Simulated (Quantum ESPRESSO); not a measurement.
**PbS (Galena) in Quantum ESPRESSO: convergence with density cutoff**

Input of the first run (density cutoff 180 Ry); the others differ in this setting and in those tied to it:

pw.in

```
&CONTROL
  calculation = 'scf'
  prefix = 'pwscf'
  outdir = './tmp'
  pseudo_dir = './pseudo'
  tprnfor = .true.
  tstress = .true.
  disk_io = 'nowf'
/
&SYSTEM
  ibrav = 0
  nat = 2
  ntyp = 2
  ecutwfc = 45
  ecutrho = 180
  nbnd = 16
  occupations = 'smearing'
  smearing = 'fd'
  degauss = 0.00367493
/
&ELECTRONS
  conv_thr = 4d-10
  electron_maxstep = 120
  mixing_beta = 0.5
/
ATOMIC_SPECIES
Pb   207.2000 pb_lda_v1.uspp.F.UPF
S     32.0600 s_lda_v1.4.uspp.F.UPF
CELL_PARAMETERS angstrom
   0.0000000000    2.9657500000    2.9657500000
   2.9657500000    0.0000000000    2.9657500000
   2.9657500000    2.9657500000    0.0000000000
ATOMIC_POSITIONS crystal
Pb     0.0000000000    0.0000000000    0.0000000000
S      0.5000000000    0.5000000000    0.5000000000
K_POINTS automatic
8 8 8 0 0 0
```

Potentials or basis: GBRV 1.5 LDA.

Run with:

```console
$ OMP_NUM_THREADS=1 pw.x -in pw.in > pw.out
```

Hardware: 1 thread of Intel(R) Xeon(R) Platinum 8488C (Sapphire Rapids) (shared host).

| density cutoff | energy less the tightest run, at zero smearing (meV/atom) | SCF cycles | CPU time (s) | peak memory (GiB) |
| --- | --- | --- | --- | --- |
| 180 Ry | -0.11 | 9 | 13 | 0.1 |
| 225 Ry | -0.01 | 9 | 15 | 0.12 |
| 270 Ry | 0.03 | 9 | 17 | 0.14 |
| 315 Ry | 0.01 | 9 | 19 | 0.16 |
| 360 Ry | 0.03 | 9 | 20 | 0.19 |
| 450 Ry | 0.03 | 9 | 22 | 0.25 |
| 540 Ry | -0.01 | 9 | 25 | 0.31 |
| 720 Ry | 0.00 | 9 | 34 | 0.46 |

Against the tightest run, the energy stays within 1 meV/atom from 180 Ry on. The tightest run that finished is the yardstick and may itself not be fully converged.
